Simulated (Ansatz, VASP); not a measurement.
# Two plane-wave programs on ZnSe

```xyz
6
Lattice="3.9833 0.0000 0.0000 0.0000 3.9833 0.0000 0.0000 0.0000 24.0415" Properties=species:S:1:pos:R:3 pbc="T T T"
Se    0.0000    1.9916    8.5000
Se    1.9916    0.0000   11.3166
Se    0.0000    1.9916   14.1782
Zn    1.9916    1.9916    9.9083
Zn    0.0000    0.0000   12.6282
Zn    1.9916    1.9916   15.4905
```

Alike in both runs: functional PBEsol; k mesh 7 × 7 × 1; occupations gaussian, width 0.05 eV; no spin polarisation.

Ansatz relaxed the structure, and its values are those at the end. VASP's run is a single point on that final structure, the one shown.

|  | VASP | Ansatz |
| --- | --- | --- |
| version | VASP 6.6.1 | Ansatz 0.2.0 |
| potentials or method | VASP PAW PBE potentials, release 64 (Se, Zn) | scalar-relativistic, plane waves, PAW |
| plane-wave cutoff (eV) | 520 | 420 |
| valence electrons in the cell | 54 | 84 |

|  | VASP | Ansatz | Ansatz less VASP |
| --- | --- | --- | --- |
| gap on the k mesh at the Fermi level (eV) | 0.04 | 0.04 | 0.000 |
| least direct gap on the mesh (eV) | 0.11 | 0.11 | -0.002 |
| rms of the force components (eV/Å) | 0.274 | 0.275 | +0.0010 |

With one functional, cell and mesh, what is left measures potentials, basis and numerics. The two sets of potentials don't hold the same shells in valence.

Caveats: the PAW data sets were made with another functional, which shifts forces and pressure a little (VASP).
